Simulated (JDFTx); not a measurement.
# Ba (Im-3m) in JDFTx: equation of state

Aim: energy against volume of Ba in PBE, for its equilibrium volume and stiffness.

Program: JDFTx 1.7.0 (patched build). These are calculated values, not measurements. Logs are shortened: lines on timing, memory, paths and dates and some standing lists are left out, and cuts for length are marked. The log counts tension as positive stress, the text compression.

**1. Starting point**

The structure is cubic, space group Im-3m (No. 229). Conventional cell: a = 5.013 Å, b = 5.013 Å, c = 5.013 Å, α = 90.00°, β = 90.00°, γ = 90.00°. Ba (site symmetry m-3m) has 8 Ba at 4.34 Å as nearest neighbours.

**2. Equation of state, PBE, 59.21 Å³/atom (volume scaled by 0.94)**

File Ba.in:

```
lattice \
   -4.6399061239     4.6399061239     4.6399061239 \
    4.6399061239    -4.6399061239     4.6399061239 \
    4.6399061239     4.6399061239    -4.6399061239
coords-type Lattice
ion Ba     0.0000000000     0.0000000000     0.0000000000 1

ion-species pseudo/Ba.upf
elec-cutoff 22
elec-ex-corr gga-PBE
kpoint-folding 8 8 8
elec-smearing Fermi 0.0018374661
elec-n-bands 10
electronic-SCF nIterations 100 energyDiffThreshold 1e-09
electronic-minimize nIterations 30 energyDiffThreshold 1e-7
forces-output-coords Cartesian

dump-name run.$VAR
dump End Ecomponents EigStats BandEigs Kpoints Forces Stress
```

Potentials or basis: PseudoDojo-SR-PBE-0.5-standard with smoothed tails.

Command:

```bash
$ jdftx -c 1 -i Ba.in -o Ba.out
```

What it wrote:

```text
*************** JDFTx 1.7.0 (patched build) ***************

Input parsed successfully to the following command list (including defaults):
[... the input with its defaults ...]

---------- Setting up symmetries ----------

Found 48 point-group symmetries of the bravais lattice
Found 48 space-group symmetries with basis
Applied RMS atom displacement 0 bohrs to make symmetries exact.

---------- Initializing the Grid ----------
R =
[     -4.63991      4.63991      4.63991  ]
[      4.63991     -4.63991      4.63991  ]
[      4.63991      4.63991     -4.63991  ]
unit cell volume = 399.565
G =
[ 1.47852e-17   0.677081   0.677081  ]
[   0.677081 1.47852e-17   0.677081  ]
[   0.677081   0.677081 1.47852e-17  ]
Minimum fftbox size, Smin = [  36  36  36  ]
Chosen fftbox size, S = [  36  36  36  ]

---------- Exchange Correlation functional ----------
Initalized PBE GGA exchange.
Initalized PBE GGA correlation.

---------- Setting up pseudopotentials ----------
Width of ionic core gaussian charges (only for fluid interactions / plotting) set to 0

Reading pseudopotential file 'pseudo/Ba.upf':
  'Ba' pseudopotential, 'PBE' functional
  Generated using ONCVPSP code by D. R. Hamann
  10 valence electrons, 3 orbitals, 8 projectors, 1001 radial grid points, with lMax = 3
    5S    l: 0   occupation:  2.0   eigenvalue: -1.237518
    5P    l: 1   occupation:  6.0   eigenvalue: -0.688554
    6S    l: 0   occupation:  2.0   eigenvalue: -0.118700
  Core radius for overlap checks: 2.05 bohrs.

Initialized 1 species with 1 total atoms.

Folded 1 k-points by 8x8x8 to 512 k-points.

---------- Setting up k-points, bands, fillings ----------
Reduced to 29 k-points under symmetry.
Computing the number of bands and number of electrons
Calculating initial fillings.
nElectrons:  10.000000   nBands: 10   nStates: 29

----- Setting up reduced wavefunction bases (one per k-point) -----
average nbasis = 1968.357 , ideal nbasis = 1969.317

---------- Setting up ewald sum ----------
Optimum gaussian width for ewald sums = 2.897057 bohr.
Real space sum over 2197 unit cells with max indices [  6  6  6  ]
Reciprocal space sum over 2197 terms with max indices [  6  6  6  ]

---------- Allocating electronic variables ----------
Initializing wave functions:  linear combination of atomic orbitals
Note: number of bands (10) exceeds available atomic orbitals (5)
Ba pseudo-atom occupations:   s ( 2 2 )  p ( 6 )
	FillingsUpdate:  mu: +0.376781504  nElectrons: 10.000000
LCAOMinimize: Iter:   0  F: -25.5834080269133750  |grad|_K:  4.859e-05  alpha:  1.000e+00
	FillingsUpdate:  mu: +0.376777982  nElectrons: 10.000000
LCAOMinimize: Iter:   1  F: -25.5834111337264289  |grad|_K:  2.235e-06  alpha:  9.080e-01  linmin: -5.986e-03  cgtest:  4.129e-02
	FillingsUpdate:  mu: +0.376777659  nElectrons: 10.000000
LCAOMinimize: Iter:   2  F: -25.5834111409296234  |grad|_K:  9.288e-08  alpha:  9.938e-01  linmin: -8.985e-04  cgtest: -1.825e-03
	FillingsUpdate:  mu: +0.376777652  nElectrons: 10.000000
LCAOMinimize: Iter:   3  F: -25.5834111409410347  |grad|_K:  1.051e-09  alpha:  9.079e-01  linmin: -2.417e-02  cgtest:  1.330e-01
LCAOMinimize: Encountered beta<0, resetting CG.
LCAOMinimize: Converged (|Delta F|<1.000000e-06 for 2 iters).

-------- Electronic minimization -----------
Will mix electronic density at each iteration.
	FillingsUpdate:  mu: +0.376777652  nElectrons: 10.000000
	FillingsUpdate:  mu: +0.238083904  nElectrons: 10.000000
SCF: Cycle:  0   F: -25.684473363895346   dF: -1.011e-01   |Residual|: 2.039e-02   |deigs|: 1.713e-01
	FillingsUpdate:  mu: +0.231392223  nElectrons: 10.000000
SCF: Cycle:  1   F: -25.689271027151626   dF: -4.798e-03   |Residual|: 1.381e-02   |deigs|: 1.619e-02
	FillingsUpdate:  mu: +0.231759001  nElectrons: 10.000000
SCF: Cycle:  2   F: -25.689522926096522   dF: -2.519e-04   |Residual|: 5.928e-03   |deigs|: 2.597e-03
	FillingsUpdate:  mu: +0.232296781  nElectrons: 10.000000
SCF: Cycle:  3   F: -25.689568670243609   dF: -4.574e-05   |Residual|: 1.070e-03   |deigs|: 1.419e-03
	FillingsUpdate:  mu: +0.232411792  nElectrons: 10.000000
SCF: Cycle:  4   F: -25.689587926602567   dF: -1.926e-05   |Residual|: 3.278e-04   |deigs|: 5.053e-04
	FillingsUpdate:  mu: +0.232390809  nElectrons: 10.000000
SCF: Cycle:  5   F: -25.689599914702473   dF: -1.199e-05   |Residual|: 9.805e-05   |deigs|: 3.294e-04
	FillingsUpdate:  mu: +0.232368356  nElectrons: 10.000000
SCF: Cycle:  6   F: -25.689607504741399   dF: -7.590e-06   |Residual|: 5.943e-05   |deigs|: 2.402e-04
	FillingsUpdate:  mu: +0.232362834  nElectrons: 10.000000
SCF: Cycle:  7   F: -25.689612340911587   dF: -4.836e-06   |Residual|: 4.127e-05   |deigs|: 1.700e-04
	FillingsUpdate:  mu: +0.232360304  nElectrons: 10.000000
SCF: Cycle:  8   F: -25.689615574610087   dF: -3.234e-06   |Residual|: 4.866e-05   |deigs|: 1.315e-04
	FillingsUpdate:  mu: +0.232357457  nElectrons: 10.000000
SCF: Cycle:  9   F: -25.689617769203672   dF: -2.195e-06   |Residual|: 6.934e-05   |deigs|: 1.070e-04
	FillingsUpdate:  mu: +0.232355365  nElectrons: 10.000000
SCF: Cycle: 10   F: -25.689619230774728   dF: -1.462e-06   |Residual|: 8.495e-05   |deigs|: 8.709e-05
	FillingsUpdate:  mu: +0.232353886  nElectrons: 10.000000
SCF: Cycle: 11   F: -25.689620183241949   dF: -9.525e-07   |Residual|: 9.403e-05   |deigs|: 6.956e-05
	FillingsUpdate:  mu: +0.232351970  nElectrons: 10.000000
SCF: Cycle: 12   F: -25.689620898678850   dF: -7.154e-07   |Residual|: 9.885e-05   |deigs|: 5.752e-05
	FillingsUpdate:  mu: +0.232351401  nElectrons: 10.000000
SCF: Cycle: 13   F: -25.689621361212755   dF: -4.625e-07   |Residual|: 1.052e-04   |deigs|: 4.679e-05
	FillingsUpdate:  mu: +0.232350910  nElectrons: 10.000000
SCF: Cycle: 14   F: -25.689621665050272   dF: -3.038e-07   |Residual|: 9.884e-05   |deigs|: 3.897e-05
	FillingsUpdate:  mu: +0.232350934  nElectrons: 10.000000
SCF: Cycle: 15   F: -25.689621878477059   dF: -2.134e-07   |Residual|: 9.026e-05   |deigs|: 3.892e-05
	FillingsUpdate:  mu: +0.232350854  nElectrons: 10.000000
SCF: Cycle: 16   F: -25.689622023828690   dF: -1.454e-07   |Residual|: 9.008e-05   |deigs|: 2.869e-05
	FillingsUpdate:  mu: +0.232350549  nElectrons: 10.000000
SCF: Cycle: 17   F: -25.689622128276223   dF: -1.044e-07   |Residual|: 9.238e-05   |deigs|: 2.233e-05
	FillingsUpdate:  mu: +0.232350466  nElectrons: 10.000000
SCF: Cycle: 18   F: -25.689622201321715   dF: -7.305e-08   |Residual|: 9.645e-05   |deigs|: 1.944e-05
	FillingsUpdate:  mu: +0.232351755  nElectrons: 10.000000
SCF: Cycle: 19   F: -25.689622255639648   dF: -5.432e-08   |Residual|: 5.777e-05   |deigs|: 1.632e-05
	FillingsUpdate:  mu: +0.232352228  nElectrons: 10.000000
SCF: Cycle: 20   F: -25.689622292645627   dF: -3.701e-08   |Residual|: 4.989e-05   |deigs|: 1.277e-05
	FillingsUpdate:  mu: +0.232352457  nElectrons: 10.000000
SCF: Cycle: 21   F: -25.689622320998399   dF: -2.835e-08   |Residual|: 2.729e-05   |deigs|: 1.153e-05
	FillingsUpdate:  mu: +0.232352419  nElectrons: 10.000000
SCF: Cycle: 22   F: -25.689622340274362   dF: -1.928e-08   |Residual|: 3.300e-05   |deigs|: 9.531e-06
	FillingsUpdate:  mu: +0.232352408  nElectrons: 10.000000
SCF: Cycle: 23   F: -25.689622354943403   dF: -1.467e-08   |Residual|: 3.064e-05   |deigs|: 8.505e-06
	FillingsUpdate:  mu: +0.232352367  nElectrons: 10.000000
SCF: Cycle: 24   F: -25.689622365373946   dF: -1.043e-08   |Residual|: 3.019e-05   |deigs|: 7.036e-06
	FillingsUpdate:  mu: +0.232352341  nElectrons: 10.000000
SCF: Cycle: 25   F: -25.689622373086578   dF: -7.713e-09   |Residual|: 3.257e-05   |deigs|: 6.224e-06
	FillingsUpdate:  mu: +0.232352437  nElectrons: 10.000000
SCF: Cycle: 26   F: -25.689622378816129   dF: -5.730e-09   |Residual|: 2.627e-05   |deigs|: 5.298e-06
	FillingsUpdate:  mu: +0.232352487  nElectrons: 10.000000
SCF: Cycle: 27   F: -25.689622382841705   dF: -4.026e-09   |Residual|: 1.707e-05   |deigs|: 4.476e-06
	FillingsUpdate:  mu: +0.232351783  nElectrons: 10.000000
SCF: Cycle: 28   F: -25.689622385750855   dF: -2.909e-09   |Residual|: 2.103e-05   |deigs|: 5.454e-06
	FillingsUpdate:  mu: +0.232351710  nElectrons: 10.000000
SCF: Cycle: 29   F: -25.689622388369326   dF: -2.618e-09   |Residual|: 9.276e-06   |deigs|: 3.969e-06
	FillingsUpdate:  mu: +0.232351956  nElectrons: 10.000000
SCF: Cycle: 30   F: -25.689622389927905   dF: -1.559e-09   |Residual|: 2.176e-06   |deigs|: 3.092e-06
	FillingsUpdate:  mu: +0.232351986  nElectrons: 10.000000
SCF: Cycle: 31   F: -25.689622391052161   dF: -1.124e-09   |Residual|: 3.621e-06   |deigs|: 2.712e-06
	FillingsUpdate:  mu: +0.232352033  nElectrons: 10.000000
SCF: Cycle: 32   F: -25.689622391826617   dF: -7.745e-10   |Residual|: 2.199e-06   |deigs|: 2.196e-06
	FillingsUpdate:  mu: +0.232352048  nElectrons: 10.000000
SCF: Cycle: 33   F: -25.689622392416741   dF: -5.901e-10   |Residual|: 2.468e-07   |deigs|: 1.878e-06
SCF: Converged (|Delta E|<1.000000e-09 for 2 iters).

Setting wave functions to eigenvectors of Hamiltonian

# Stress tensor in Cartesian coordinates [Eh/a0^3]:
[ -1.99702e-05            0            0  ]
[            0 -1.99702e-05            0  ]
[            0            0 -1.99702e-05  ]

# Ionic positions in lattice coordinates:
ion Ba   0.000000000000000   0.000000000000000   0.000000000000000 1

# Forces in Cartesian coordinates:
force Ba   0.000000000000000   0.000000000000000   0.000000000000000 1

# Energy components:
   Eewald =      -19.6083355585744670
       EH =        4.1028685746149627
     Eloc =      -16.3204268461736106
      Enl =        3.8680338629288240
      Exc =       -6.5388322659779865
 Exc_core =        2.3089006950777491
       KE =        6.4984375805271268
-------------------------------------
     Etot =      -25.6893539575774064
       TS =        0.0002684348393343
-------------------------------------
        F =      -25.6896223924167408

IonicMinimize: Iter:   0  F: -25.689622392416741  |grad|_K:  0.000e+00
IonicMinimize: Converged (|grad|_K<1.000000e-04).

#--- Lowdin population analysis ---
# oxidation-state Ba +0.616

Dumping 'run.eigStats' ...
	eMin: -0.824316 at state 0 ( [ +0.000000 +0.000000 +0.000000 ] spin 0 )
	HOMO: +0.229141 at state 25 ( [ +0.250000 +0.500000 -0.375000 ] spin 0 )
	mu  : +0.232352
	LUMO: +0.239281 at state 14 ( [ +0.125000 +0.250000 +0.250000 ] spin 0 )
	eMax: +0.434895 at state 18 ( [ +0.125000 +0.500000 +0.500000 ] spin 0 )
	HOMO-LUMO gap: +0.010140
	Optical gap  : +0.016327 at state 24 ( [ +0.250000 +0.500000 +0.500000 ] spin 0 )
Done!
[note: the HOMO, LUMO and gaps printed at the end count levels as full or empty at half filling, so they show a gap where a level is partly filled]
```

Wall time 61 s (1 thread of Arm Neoverse V1, shared host); peak memory 0.07 GiB.

What came out:

- Free energy: -699.0502 eV
- Pressure: 0.6 GPa
- Band gap on the k mesh: none (metal or under the smearing width)

**3. Equation of state, PBE, 60.47 Å³/atom (volume scaled by 0.96)**

File Ba.in:

```
lattice \
   -4.6725825957     4.6725825957     4.6725825957 \
    4.6725825957    -4.6725825957     4.6725825957 \
    4.6725825957     4.6725825957    -4.6725825957
coords-type Lattice
ion Ba     0.0000000000     0.0000000000     0.0000000000 1

ion-species pseudo/Ba.upf
elec-cutoff 22
elec-ex-corr gga-PBE
kpoint-folding 8 8 8
elec-smearing Fermi 0.0018374661
elec-n-bands 10
electronic-SCF nIterations 100 energyDiffThreshold 1e-09
electronic-minimize nIterations 30 energyDiffThreshold 1e-7
forces-output-coords Cartesian

dump-name run.$VAR
dump End Ecomponents EigStats BandEigs Kpoints Forces Stress ElecDensity Dtot KEdensity
```

Potentials or basis: PseudoDojo-SR-PBE-0.5-standard with smoothed tails.

Command:

```bash
$ jdftx -c 1 -i Ba.in -o Ba.out
```

Run time: 61 s. Hardware: 1 thread of Arm Neoverse V1, shared host; peak memory 0.08 GiB.

It converged, with:

```
Free energy            : -699.0540 eV
Pressure               : 0.4 GPa
Band gap on the k mesh : none (metal or under the smearing width)
```

**4. Equation of state, PBE, 61.73 Å³/atom (volume scaled by 0.98)**

Changes to Ba.in since step 3:

```diff
@@ -1,5 +1,5 @@
 lattice \
-   -4.6725825957     4.6725825957     4.6725825957 \
-    4.6725825957    -4.6725825957     4.6725825957 \
-    4.6725825957     4.6725825957    -4.6725825957
+   -4.7048083217     4.7048083217     4.7048083217 \
+    4.7048083217    -4.7048083217     4.7048083217 \
+    4.7048083217     4.7048083217    -4.7048083217
 coords-type Lattice
```

Command:

```bash
$ jdftx -c 1 -i Ba.in -o Ba.out
```

Wall time 61 s (1 thread of Arm Neoverse V1, shared host); peak memory 0.08 GiB.

The run converged. Its results:

```
Free energy            : -699.0562 eV
Pressure               : 0.2 GPa
Band gap on the k mesh : none (metal or under the smearing width)
```

**5. Equation of state, PBE, 62.99 Å³/atom**

Changes to Ba.in since step 4:

```diff
@@ -1,5 +1,5 @@
 lattice \
-   -4.7048083217     4.7048083217     4.7048083217 \
-    4.7048083217    -4.7048083217     4.7048083217 \
-    4.7048083217     4.7048083217    -4.7048083217
+   -4.7365985314     4.7365985314     4.7365985314 \
+    4.7365985314    -4.7365985314     4.7365985314 \
+    4.7365985314     4.7365985314    -4.7365985314
 coords-type Lattice
```

Command:

```bash
$ jdftx -c 1 -i Ba.in -o Ba.out
```

Run time: 62 s. Hardware: 1 thread of Arm Neoverse V1, shared host; peak memory 0.08 GiB.

Results (log left out):

- Free energy: -699.0568 eV
- Pressure: 0.0 GPa
- Band gap on the k mesh: none (metal or under the smearing width)

**6. Equation of state, PBE, 64.25 Å³/atom (volume scaled by 1.02)**

Changes to Ba.in since step 5:

```diff
@@ -1,5 +1,5 @@
 lattice \
-   -4.7365985314     4.7365985314     4.7365985314 \
-    4.7365985314    -4.7365985314     4.7365985314 \
-    4.7365985314     4.7365985314    -4.7365985314
+   -4.7679676477     4.7679676477     4.7679676477 \
+    4.7679676477    -4.7679676477     4.7679676477 \
+    4.7679676477     4.7679676477    -4.7679676477
 coords-type Lattice
```

Potentials or basis: PseudoDojo-SR-PBE-0.5-standard with smoothed tails.

Command:

```bash
$ jdftx -c 1 -i Ba.in -o Ba.out
```

Run time: 63 s. Hardware: 1 thread of Arm Neoverse V1, shared host; peak memory 0.08 GiB.

Results (log left out):

```yaml
Free_energy: -699.0560 eV
Pressure: -0.2 GPa
Band_gap_on_the_k_mesh: none (metal or under the smearing width)
```

**7. Equation of state, PBE, 65.51 Å³/atom (volume scaled by 1.04)**

Changes to Ba.in since step 6:

```diff
@@ -1,5 +1,5 @@
 lattice \
-   -4.7679676477     4.7679676477     4.7679676477 \
-    4.7679676477    -4.7679676477     4.7679676477 \
-    4.7679676477     4.7679676477    -4.7679676477
+   -4.7989293442     4.7989293442     4.7989293442 \
+    4.7989293442    -4.7989293442     4.7989293442 \
+    4.7989293442     4.7989293442    -4.7989293442
 coords-type Lattice
```

Command:

```bash
$ jdftx -c 1 -i Ba.in -o Ba.out
```

Wall time 65 s (1 thread of Arm Neoverse V1, shared host); peak memory 0.08 GiB.

The run converged. Its results:

```
Free energy            : -699.0539 eV
Pressure               : -0.4 GPa
Band gap on the k mesh : none (metal or under the smearing width)
```

**8. Equation of state, PBE, 66.77 Å³/atom (volume scaled by 1.06)**

Changes to Ba.in since step 7:

```diff
@@ -1,5 +1,5 @@
 lattice \
-   -4.7989293442     4.7989293442     4.7989293442 \
-    4.7989293442    -4.7989293442     4.7989293442 \
-    4.7989293442     4.7989293442    -4.7989293442
+   -4.8294965973     4.8294965973     4.8294965973 \
+    4.8294965973    -4.8294965973     4.8294965973 \
+    4.8294965973     4.8294965973    -4.8294965973
 coords-type Lattice
```

Command:

```bash
$ jdftx -c 1 -i Ba.in -o Ba.out
```

Run time: 65 s. Hardware: 1 thread of Arm Neoverse V1, shared host; peak memory 0.08 GiB.

The run converged. Its results:

```yaml
Free_energy: -699.0506 eV
Pressure: -0.5 GPa
Band_gap_on_the_k_mesh: none (metal or under the smearing width)
```

**9. Equation of state, PBE**

Potentials or basis: PseudoDojo-SR-PBE-0.5-standard with smoothed tails.

No new run: the results of the series are fitted here.

Results:

```
Equilibrium volume                      : 62.89 Å³/atom
Bulk modulus                            : 9.0 GPa
Pressure derivative of the bulk modulus : 3.2
```

Energy against volume, from the lowest point:
```
volume (Å³/atom)  energy (meV/atom)
          59.209               6.57
          60.469               2.76
          61.729               0.61
          62.989               0.00
          64.249               0.79
          65.508               2.88
          66.768               6.17
```
